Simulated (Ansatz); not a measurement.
BP: excitons and shallow donors from band masses and screening

All numbers below come from DFT PBE, scalar-relativistic, plane waves, PAW (Ansatz).

Plane waves to 420 eV, a k mesh through Γ of 10×10×10 on the computed 2-atom cell and Gaussian smearing (0.02 eV); no spin polarisation.

Relaxed cell: F-43m, a = 4.548 Å, b = 4.548 Å, c = 4.548 Å, α = 90.00°, β = 90.00°, γ = 90.00°, 2 atoms in the primitive cell.

The calculation gives a Kohn–Sham gap of 1.25 eV, an electron mass of 0.313 mₑ and a hole mass of 0.279 mₑ (harmonic means over x, y, z and over the bands degenerate at each edge), and ε∞ = 9.50 (independent particles, mean of the diagonal). The masses depend on direction at the band edges, which the isotropic model averages.

Q: Estimate the binding energy and radius of a Wannier–Mott exciton and of a shallow donor, and say whether the hydrogenic model can hold.

A: The reduced mass is μ = mₙmₕ/(mₙ + mₕ) = 0.147 mₑ, with mₙ and mₕ the band masses. With E_b = 13.606 eV × μ/ε² and a = 0.529 Å × ε/μ (μ in mₑ) the exciton has E_b = 22 meV and a = 34 Å. For a donor μ is the electron mass: 47 meV and 16.1 Å. The exciton's radius is 11 times the shortest lattice vector (3.22 Å), so the continuum picture is reasonable. In a polar crystal the ions screen too, so a state bound more weakly than an optical phonon feels the larger static constant, which lowers the energy and widens the orbit. The other way, the small Kohn–Sham gap and the missing local fields make ε∞ too large and the masses tend to be too light, which underbinds. The edges lie at different points of the zone, so the exciton is indirect.